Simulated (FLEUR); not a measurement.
Runs of FLEUR MaX-R8.1 (later development tree) on BaTiO3. The structure is cubic, space group Pm-3m (No. 221). The conventional cell has a = 4.006 Å, b = 4.006 Å, c = 4.006 Å, α = 90.00°, β = 90.00°, γ = 90.00°. Around Ba (site symmetry m-3m) lie 12 O at 2.83 Å. Ti (site symmetry m-3m) is surrounded by 6 O at 2.00 Å. O (site symmetry 4/mmm) is surrounded by 2 Ti at 2.00 Å. 

| task | level | gmax | muffin-tin radii | max iterations | mixing factor | mixer | kmax | gap on the mesh (eV) |
| --- | --- | --- | --- | --- | --- | --- | --- | --- |
| band structure | PBE | 15.3 1/bohr | Ba 2.66, Ti 1.99, O 1.52 bohr | 60 | 0.05 | Anderson | 4.92 1/bohr | 1.86 |
| single point | PBEsol | 15.7 1/bohr | Ba 2.66, Ti 1.93, O 1.47 bohr | 60 | 0.05 | Anderson | 5.08 1/bohr | 1.82 |
| band structure | LDA | 15.3 1/bohr | Ba 2.66, Ti 1.99, O 1.52 bohr | 60 | 0.05 | Anderson | 4.92 1/bohr | 1.78 |
| band structure | r2SCAN | 15.3 1/bohr | Ba 2.66, Ti 1.99, O 1.52 bohr | 80 | 0.05 | Anderson | 4.92 1/bohr | (a) |
| band structure | PBEsol | 15.3 1/bohr | Ba 2.66, Ti 1.99, O 1.52 bohr | 60 | 0.05 | Anderson | 4.92 1/bohr | 1.82 |

Alike in all rows: potentials or basis all-electron, FLAPW; no spin polarisation; cell as given; k mesh 7 × 7 × 7; smearing fermi-dirac 0.05 eV.

Question: Fill in the values left out.

Answer: (a) 2.20.

Caveats: spin-orbit coupling is left out, which moves the levels of the heavy elements; an odd mesh through Γ misses points on the zone boundary, where band edges often lie (some runs); the meta-GGA is that of a development version, with a GGA for the radial functions and cores and without core tails (some runs).

A k mesh can miss the band edges, and the runs leave out spin-orbit coupling on Ba.

Not every run made on this cell is shown here.
